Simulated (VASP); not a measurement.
# Ir (Pmma) in VASP: notebook

The runs below take Ir through single point, with PBE.

Everything below comes from runs of VASP 6.6.1. Logs are shortened: lines on timing, memory, paths and dates and some standing lists are left out, and cuts for length are marked.

## (1) The structure

The structure is orthorhombic, space group Pmma (No. 51). The conventional cell has a = 12.238 Å, b = 2.233 Å, c = 7.193 Å, α = 90.00°, β = 90.00°, γ = 90.00°. Around Ir (site symmetry mm2) lie 2 Ir at 2.23 Å.

This isn't the form of Ir at room conditions, which is fcc.

## (2) Single point, PBE, collinear spin, typed start

File INCAR:

```
SYSTEM = Ir
PREC = Accurate ; ENCUT = 520
EDIFF = 1E-7 ; ISMEAR = 0
SIGMA = 0.1 ; LREAL = .False.
LASPH = .True. ; NELM = 150
ALGO = Fast ; ISIF = 2
LWAVE = .False. ; LCHARG = .False.
ISPIN = 2 ; MAGMOM = 1 1
LORBIT = 11 ; LMAXMIX = 4
GGA = PE ; NBANDS = 20
```

File KPOINTS:

```
Automatic mesh
0
Gamma
  2 6 2
  0 0 0
```

File POSCAR:

```
Ir
1.0
   12.2384552500      0.0000000000      0.0000000000
    0.0000000000      2.2334312600      0.0000000000
    0.0000000000      0.0000000000      7.1930008000
Ir
2
Direct
    0.2500000000      0.0000000000      0.1639884000
    0.7500000000      0.0000000000      0.8360116000
```

Potentials or basis: VASP PAW PBE potentials, release 64 (Ir).

The run is started by

```
cat potpaw_PBE.64/Ir/POTCAR > POTCAR
mpirun -np 1 vasp_std > vasp.out
```

OUTCAR:

```text
SYSTEM = Ir
   PREC = Accurate
   ENCUT = 520
   EDIFF = 1E-7
   ISMEAR = 0
   LREAL = .False.
   LASPH = .True.
   NELM = 150
   ISIF = 2
   ISPIN = 2
   LORBIT = 11
   GGA = PE

 ion  position               nearest neighbor table
   1  0.250  0.000  0.164-
   2  0.750  0.000  0.836-

  LATTYP: Found a simple orthorhombic cell.
 ALAT       =     2.2334312600
 B/A-ratio  =     3.2206054105
 C/A-ratio  =     5.4796650648

  Lattice vectors:

 A1 = (   0.0000000000,   2.2334312600,   0.0000000000)
 A2 = (   0.0000000000,   0.0000000000,   7.1930008000)
 A3 = (  12.2384552500,   0.0000000000,   0.0000000000)

Analysis of symmetry for initial positions (statically):
=====================================================================
 Subroutine PRICEL returns:
 Original cell was already a primitive cell.

 Routine SETGRP: Setting up the symmetry group for a
 simple orthorhombic supercell.

 Subroutine GETGRP returns: Found  8 space group operations
 (whereof  4 operations were pure point group operations)
 out of a pool of  8 trial point group operations.

The static configuration has the point symmetry C_2h.
 The point group associated with its full space group is D_2h.

Analysis of symmetry for dynamics (positions and initial velocities):
=====================================================================
 Subroutine PRICEL returns:
 Original cell was already a primitive cell.

 Routine SETGRP: Setting up the symmetry group for a
 simple orthorhombic supercell.

 Subroutine GETGRP returns: Found  8 space group operations
 (whereof  4 operations were pure point group operations)
 out of a pool of  8 trial point group operations.

The dynamic configuration has the point symmetry C_2h.
 The point group associated with its full space group is D_2h.

Analysis of structural, dynamic, and magnetic symmetry:
=====================================================================
 Subroutine PRICEL returns:
 Original cell was already a primitive cell.

 Routine SETGRP: Setting up the symmetry group for a
 simple orthorhombic supercell.

 Subroutine GETGRP returns: Found  8 space group operations
 (whereof  4 operations were pure point group operations)
 out of a pool of  8 trial point group operations.

The overall configuration has the point symmetry C_2h.
 The point group associated with its full space group is D_2h.

 Subroutine INISYM returns: Found  8 space group operations
 (whereof  4 operations are pure point group operations),
 and found     1 'primitive' translations

----------------------------------------------------------------------------------------

                                     Primitive cell

  volume of cell :     196.6117

  direct lattice vectors                    reciprocal lattice vectors
    12.238455250  0.000000000  0.000000000     0.081709659  0.000000000  0.000000000
     0.000000000  2.233431260  0.000000000     0.000000000  0.447741562  0.000000000
     0.000000000  0.000000000  7.193000800     0.000000000  0.000000000  0.139024036

  length of vectors
    12.238455250  2.233431260  7.193000800     0.081709659  0.447741562  0.139024036

  position of ions in fractional coordinates (direct lattice)
     0.250000000  0.000000000  0.163988400
     0.750000000  0.000000000  0.836011600

  ion indices of the primitive-cell ions
   primitive index   ion index
                 1           1
                 2           2

----------------------------------------------------------------------------------------

 KPOINTS: Automatic mesh

Automatic generation of k-mesh.
 Grid dimensions read from file:
 generate k-points for:    2    6    2

 Generating k-lattice:

  Cartesian coordinates                     Fractional coordinates (reciprocal lattice)
     0.040854829  0.000000000  0.000000000     0.500000000  0.000000000  0.000000000
     0.000000000  0.074623594  0.000000000     0.000000000  0.166666667  0.000000000
     0.000000000  0.000000000  0.069512018     0.000000000  0.000000000  0.500000000

  Length of vectors
     0.040854829  0.074623594  0.069512018

  Shift w.r.t. Gamma in fractional coordinates (k-lattice)
     0.000000000  0.000000000  0.000000000

 Subroutine IBZKPT returns following result:
 ===========================================

 Found     16 irreducible k-points:

 Following reciprocal coordinates:
            Coordinates               Weight
  0.000000  0.000000  0.000000      1.000000
  0.500000  0.000000  0.000000      1.000000
  0.000000  0.166667  0.000000      2.000000
  0.500000  0.166667  0.000000      2.000000
  0.000000  0.333333  0.000000      2.000000
  0.500000  0.333333  0.000000      2.000000
[... 8 lines left out ...]
  0.000000  0.500000  0.500000      1.000000
  0.500000  0.500000  0.500000      1.000000
   k-points           NKPTS =     16   k-points in BZ     NKDIM =     16   number of bands    NBANDS=     20
   number of dos      NEDOS =    301   number of ions     NIONS =      2
   total plane-waves  NPLWV =  93312
   dimension x,y,z NGX =    96 NGY =   18 NGZ =   54
   dimension x,y,z NGXF=   192 NGYF=   36 NGZF=  108
   ions per type =               2
   NGX,Y,Z   is equivalent  to a cutoff of  13.04, 13.40, 12.48 a.u.
   NGXF,Y,Z  is equivalent  to a cutoff of  26.08, 26.80, 24.96 a.u.
 SYSTEM =  Ir
   PREC   = accura    normal or accurate (medium, high low for compatibility)
   ISTART =      0    job   : 0-new  1-cont  2-samecut
   ICHARG =      2    charge: 1-file 2-atom 10-const
   ISPIN  =      2    spin polarized calculation?
   LNONCOLLINEAR =      F non collinear calculations
   LSORBIT =      F    spin-orbit coupling
   LASPH  =      T    aspherical Exc in radial PAW
   ENCUT  =  520.0 eV  38.22 Ry    6.18 a.u.  22.76  4.15 13.37*2*pi/ulx,y,z
   NELM   =    150;   NELMIN=  2; NELMDL= -5     # of ELM steps
   EDIFF  = 0.1E-06   stopping-criterion for ELM
   LREAL  =      F    real-space projection
   EDIFFG = 0.1E-05   stopping-criterion for IOM
   NSW    =      0    number of steps for IOM
   IBRION =     -1    ionic relax: 0-MD 1-quasi-New 2-CG
   NFREE  =      0    steps in history (QN), initial steepest desc. (CG)
   ISIF   =      2    stress and relaxation
   ISYM   =      2    0-nonsym 1-usesym 2-fastsym
   POTIM  = 0.5000    time-step for ionic-motion
   TEBEG  =    0.0;   TEEND  =   0.0 temperature during run
   PSTRESS=    0.0 pullay stress
   NELECT =      18.0000    total number of electrons
   NUPDOWN=      -1.0000    fix difference up-down
   EMIN   =  10.00;   EMAX   =-10.00  energy-range for DOS
   EFERMI =   0.00;   METHOD = LEGACY
   ISMEAR =     0;   SIGMA  =   0.10  broadening in eV -4-tet -1-fermi 0-gaus
   EFERMI_NEDOS =   21; number of points for ismear=-14 and -15
   IALGO  =     68    algorithm
   IMIX   =      4    mixing-type and parameters
     AMIX     =   0.40;   BMIX     =  1.00
     AMIX_MAG =   1.60;   BMIX_MAG =  1.00
  volume/ion in A,a.u.               =      98.31       663.40
  Fermi-wavevector in a.u.,A,eV,Ry     =   0.737841  1.394317  7.407131  0.544409
  Thomas-Fermi vector in A             =   1.831619
   LORBIT       =     11    0 simple, 1 ext, 2 COOP (PROOUT), +10 PAW based schemes
   GGA     = PE    functional components
   LHFCALC =     F    Hartree Fock is set to
   AEXX    =    0.0000 exact exchange contribution
   IVDW    =     0    specifies the selected vdW correction
   LEPSILON=     F    determine dielectric tensor
   LRPA    =     F    only Hartree local field effects (RPA)
 spin polarized calculation
 RMM-DIIS sequential band-by-band and
 Gauss-broadening in eV      SIGMA  =   0.10
  energy-cutoff  :      520.00
  volume of cell :      196.61
 maximum number of plane-waves:      5360
 NGX is ok and might be reduce to    96
   NGX = 45   NGY =  9   NGZ = 27

 number of electron      18.0000000 magnetization       2.0000193

 Free energy of the ion-electron system (eV)
  ---------------------------------------------------
  ext. energy  EPLUGINS =         0.00000000
  ---------------------------------------------------
  free energy    TOTEN  =        -9.69639731 eV

  energy without entropy =       -9.65810265  energy(sigma->0) =       -9.67724998

 E-fermi :  -3.4199     XC(G=0):  -4.2236

 val. band max:       -3.4204736153   @ k =   0.0000   0.3333   0.5000
 cond. band min:      -3.4197219072   @ k =   0.0000   0.3333   0.5000
 fundamental gap:      0.0007517081
 Fermi energy:        -3.4199383651

 spin component 1

 k-point     1 :       0.0000    0.0000    0.0000
  band No.  band energies     occupation
      1     -11.2345      1.00000
      2     -11.2341      1.00000
      3      -5.9946      1.00000
      4      -5.9369      1.00000
      5      -5.4770      1.00000
      6      -5.4729      1.00000
[... 12 lines left out ...]
     19       3.6076      0.00000
     20       3.8602      0.00000
[... 323 lines left out ...]
 k-point    16 :       0.5000    0.5000    0.5000
  band No.  band energies     occupation
      1      -8.2875      1.00000
      2      -8.2875      1.00000
      3      -8.2870      1.00000
      4      -8.2870      1.00000
      5      -3.7942      1.00000
      6      -3.7942      1.00000
[... 12 lines left out ...]
     19       8.3789      0.00000
     20       8.3789      0.00000
 Fermi energy:        -3.4199383651

 spin component 2

 k-point     1 :       0.0000    0.0000    0.0000
  band No.  band energies     occupation
      1     -10.8657      1.00000
      2     -10.8651      1.00000
      3      -5.4371      1.00000
      4      -5.3683      1.00000
      5      -4.7061      1.00000
      6      -4.7019      1.00000
[... 12 lines left out ...]
     19       3.6812      0.00000
     20       3.9731      0.00000
[... 323 lines left out ...]
 k-point    16 :       0.5000    0.5000    0.5000
  band No.  band energies     occupation
      1      -8.0126      1.00000
      2      -8.0126      1.00000
      3      -8.0121      1.00000
      4      -8.0121      1.00000
      5      -2.9122      0.00000
      6      -2.9122      0.00000
[... 12 lines left out ...]
     19       8.3990      0.00000
     20       8.3990      0.00000

------------------------ aborting loop because EDIFF is reached ----------------------------------------

  FORCE on cell =-STRESS in cart. coord.  units (eV):
  Direction    XX          YY          ZZ          XY          YZ          ZX
  --------------------------------------------------------------------------------------
  -------------------------------------------------------------------------------------
  Total       -0.0369013      4.0323117     -0.0284478      0.0000000      0.0000000      0.0000000
  in kB       -0.3007070     32.8590781     -0.2318196      0.0000000      0.0000000      0.0000000
  external PRESSURE =      10.7755172 kB  Pullay stress =       0.0000000 kB

 VOLUME and BASIS-vectors are now :
 -----------------------------------------------------------------------------
  energy-cutoff  :      520.00
  volume of cell :      196.61
      direct lattice vectors                 reciprocal lattice vectors
    12.238455250  0.000000000  0.000000000     0.081709659  0.000000000  0.000000000
     0.000000000  2.233431260  0.000000000     0.000000000  0.447741562  0.000000000
     0.000000000  0.000000000  7.193000800     0.000000000  0.000000000  0.139024036

 POSITION                                       TOTAL-FORCE (eV/Angst)
 -----------------------------------------------------------------------------------
      3.05961      0.00000      1.17957        -0.000000      0.000000     -0.000930
      9.17884      0.00000      6.01343         0.000000      0.000000      0.000930
 -----------------------------------------------------------------------------------
    total drift:                                0.000000      0.000000     -0.000000

  FREE ENERGIE OF THE ION-ELECTRON SYSTEM (eV)
  ---------------------------------------------------
  free  energy   TOTEN  =        -9.6963973061 eV

  energy  without entropy=       -9.6581026535  energy(sigma->0) =       -9.67724998

 total charge

# of ion       s       p       d       tot
------------------------------------------
    1        0.718   0.265   7.163   8.147
    2        0.718   0.265   7.163   8.147
--------------------------------------------------
tot          1.436   0.531  14.327  16.294

 magnetization (x)

# of ion       s       p       d       tot
------------------------------------------
    1        0.057   0.006   0.860   0.922
    2        0.057   0.006   0.860   0.922
--------------------------------------------------
tot          0.114   0.011   1.719   1.844
```

Run time: 2.5 min. Hardware: 1 thread of Intel Xeon Platinum 8488C (Sapphire Rapids), shared host; peak memory 0.4 GiB.

What came out:

```
Free energy                                           : -9.6964 eV
Pressure                                              : 1.1 GPa
Band gap on the k mesh                                : none (metal or under the smearing width)
Net moment                                            : 2.00 μB per cell
Site moments                                          : Ir +0.92 μB
Valence electrons inside the program's atomic spheres : Ir 8.15
```

Caveat: the k mesh is coarse (spacing up to 0.47 Å⁻¹), so the values aren't converged. The run has no spin-orbit coupling, so splittings on Ir are missing.

## (3) Single point, PBE

File INCAR:

```
SYSTEM = Ir
PREC = Accurate
ENCUT = 520
EDIFF = 1E-6
ISMEAR = 0
SIGMA = 0.1
LREAL = .False.
LASPH = .True.
NELM = 100
ALGO = Fast
ISIF = 2
LWAVE = .False.
LCHARG = .False.
GGA = PE
NBANDS = 16
ISYM = 0
```

File KPOINTS:

```
Automatic mesh
0
Gamma
  1 2 1
  0.77 0.32 0.14
```

POSCAR is that of step 2.

Potentials or basis: VASP PAW PBE potentials, release 64 (Ir).

The run is started by

```
cat potpaw_PBE.64/Ir/POTCAR > POTCAR
mpirun -np 1 vasp_std > vasp.out
```

Wall time 32 s (1 thread of Intel Xeon Platinum 8488C (Sapphire Rapids), shared host); peak memory 0.29 GiB.

Results (log left out):

```
Free energy            : -6.1762 eV
Pressure               : 4.3 GPa
Band gap on the k mesh : none (metal or under the smearing width)
```

Stress tensor (GPa, compression positive):
```
-0.04  0.00  0.00
 0.00 12.98  0.00
 0.00  0.00 -0.11
```

Levels at points of the mesh, in eV from the Fermi level:
| k point | band 8 | band 9 | band 10 | band 11 | band 12 | band 13 |
| --- | --- | --- | --- | --- | --- | --- |
| (-0.23, 0.16, 0.14) | -0.95 | -0.07 | -0.06 | -0.06 | -0.05 | 4.56 |

Caveat: the k mesh is coarse (spacing up to 1.41 Å⁻¹), so the values aren't converged.
